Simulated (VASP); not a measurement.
A run of VASP 6.6.1 is set up as follows.

INCAR

```
SYSTEM = I
  PREC = Accurate
  ENCUT = 600
  EDIFF = 1E-6
  ISMEAR = 0
  SIGMA = 0.03
  LREAL = .False.
  LASPH = .True.
  NELM = 80
  ALGO = Normal
  ISIF = 3
  LWAVE = .False.
  LCHARG = .False.
  METAGGA = R2SCAN
  LMIXTAU = .True.
  IBRION = 2
  NSW = 90
  EDIFFG = -0.01
  PSTRESS = 170.0
  KPAR = 2
```

KPOINTS

```
Automatic mesh
0
Gamma
  8 8 4
  0 0 0
```

Contents of POSCAR:

```
I
1.0
    2.9540000000     -2.0027500000      0.0000000000
    2.9540000000      2.0027500000      0.0000000000
    0.0000000000      0.0000000000      9.0992000000
I
4
Direct
    0.5701000000      0.4299000000      0.2644600000
    0.4299000000      0.5701000000      0.7644600000
    0.9613000000      0.0387000000      0.5117300000
    0.0387000000      0.9613000000      0.0117300000
```

Potentials or basis: VASP PAW PBE potentials, release 64 (I).

The run is started by

```console
$ cat potpaw_PBE.64/I/POTCAR > POTCAR
$ mpirun -np 2 vasp_std > vasp.out
```

What does it give for the band gap on the k mesh?

0.36 eV, indirect (least direct gap 0.91 eV).

Estimate the space group after relaxing (to 0.05 Å).

Cmcm (No. 63).

Step by step:
```csv
step,energy change (eV),largest force (eV/Å),pressure (GPa),volume (Å³)
1,0.0000,0.1249,20.11,107.66
2,-0.8622,0.1805,12.95,116.00
3,-0.4150,0.0250,16.72,111.24
4,-0.4512,0.0739,17.08,111.52
5,-0.4449,0.0616,16.98,111.45
6,-0.4429,0.0528,16.98,111.43
7,-0.4378,0.0444,16.96,111.37
8,-0.4254,0.0731,16.95,111.26
9,-0.4328,0.0499,16.95,111.32
10,-0.4088,0.0269,17.15,111.09
11,-0.4140,0.0241,17.10,111.14
12,-0.4438,0.0451,16.80,111.42
13,-0.4270,0.0260,16.97,111.26
14,-0.4289,0.0268,16.96,111.28
15,-0.4346,0.0291,16.94,111.33
16,-0.4457,0.0323,16.90,111.42
17,-0.4665,0.0199,16.92,111.61
18,-0.4665,0.0190,16.92,111.61
19,-0.4666,0.0199,16.92,111.60
20,-0.4666,0.0158,16.93,111.60
21,-0.4665,0.0140,16.94,111.60
22,-0.4653,0.0302,17.01,111.58
23,-0.4660,0.0151,16.98,111.59
24,-0.4658,0.0191,16.99,111.59
25,-0.4654,0.0120,16.95,111.58
26,-0.4635,0.0110,16.86,111.56
27,-0.4631,0.0138,16.83,111.55
28,-0.4476,0.0095,16.95,111.41
29,-0.4286,0.0091,17.11,111.23
30,-0.4289,0.0093,17.11,111.23
31,-0.4298,0.0094,17.09,111.23
32,-0.4301,0.0094,17.08,111.24
33,-0.4482,0.0087,16.95,111.41
34,-0.4442,0.0088,16.97,111.37
35,-0.4442,0.0086,17.00,111.37
```

Caveat: the cell is relaxed towards a set pressure, so the enthalpy falls and the energy may rise; the PAW data sets were made with another functional, which shifts forces and pressure a little; spin-orbit coupling is left out, which moves the levels of the heavy elements. A k mesh can miss the band edges.
